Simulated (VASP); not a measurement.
# Pt under changes of volume

One of the cells (14.953 Å³/atom); the others are scaled copies at fixed shape and fractional positions:

```
CELL_PARAMETERS angstrom
-1.55200 1.55200 1.55200
1.55200 -1.55200 1.55200
1.55200 1.55200 -1.55200
ATOMIC_POSITIONS crystal
Pt 0.00000 0.00000 0.00000
```

This isn't the form of Pt at room conditions, which is fcc.

```yaml
Program: VASP 6.6.1
Functional: LDA
Potentials_or_basis: VASP PAW LDA potentials, release 64 (Pt)
Cutoff: 520 eV
k_mesh: 10 × 10 × 10
Occupations: fermi-dirac, width 0.05 eV
Spin: no spin polarisation
```

| volume (Å³/atom) | energy over the lowest point (meV/atom) | pressure (GPa) |
| --- | --- | --- |
| 14.355 | 23.66 | 13.3 |
| 14.654 | 5.55 | 6.2 |
| 14.953 | 0.00 | -0.1 |
| 15.252 | ? | ? |
| 15.551 | 20.07 | -10.3 |

Q: What does the run at 15.252 Å³/atom give?

A: Energy over the lowest point 5.31 meV/atom; pressure -5.5 GPa.

Worked out: A Birch-Murnaghan fit of order 2 (a polynomial in V^(-2/3)) to the other rows has its minimum at 14.96 Å³/atom with B0 = V·E''(V) = 293 GPa. It gives 5.03 meV/atom at 15.252 Å³/atom, against the run's 5.31, and -dE/dV = -5.5 GPa, against -5.5.

Energies are extrapolated to zero smearing.
